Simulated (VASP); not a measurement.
The system is ZnS.

```
CELL_PARAMETERS angstrom
0.00000 2.70200 2.70200
2.70200 0.00000 2.70200
2.70200 2.70200 0.00000
ATOMIC_POSITIONS crystal
Zn 0.25000 0.25000 0.25000
S 0.00000 0.00000 0.00000
```

```yaml
Program: VASP 6.6.1
Task: relaxation of cell and atoms
Functional: PBEsol
Potentials_or_basis: VASP PAW PBE potentials, release 64 (Zn, S)
Cutoff: 600 eV
k_mesh: 10 × 10 × 10
Occupations: gaussian, width 0.03 eV
Spin: no spin polarisation
```

At the start: pressure -1.7 GPa; volume 19.73 Å³/atom.

Q: Where does the relaxation end?

A: Over 3 steps the energy falls by 2.7 meV/atom and the volume is 19.26 Å³/atom (-2.4 %); space group F-43m (No. 216, to 0.05 Å).

Step by step:
| step | energy change (eV) | largest force (eV/Å) | pressure (GPa) | volume (Å³) |
| --- | --- | --- | --- | --- |
| 1 | 0.0000 | 0.0000 | -1.73 | 39.45 |
| 2 | -0.0049 | 0.0000 | 0.60 | 38.25 |
| 3 | -0.0054 | 0.0000 | -0.03 | 38.51 |

Final structure:
```
CELL_PARAMETERS angstrom
0.00000 2.68033 2.68033
2.68033 0.00000 2.68033
2.68033 2.68033 0.00000
ATOMIC_POSITIONS crystal
Zn 0.25000 0.25000 0.25000
S 0.00000 0.00000 0.00000
```

Caveat: the PAW data sets were made with another functional, which shifts forces and pressure a little.
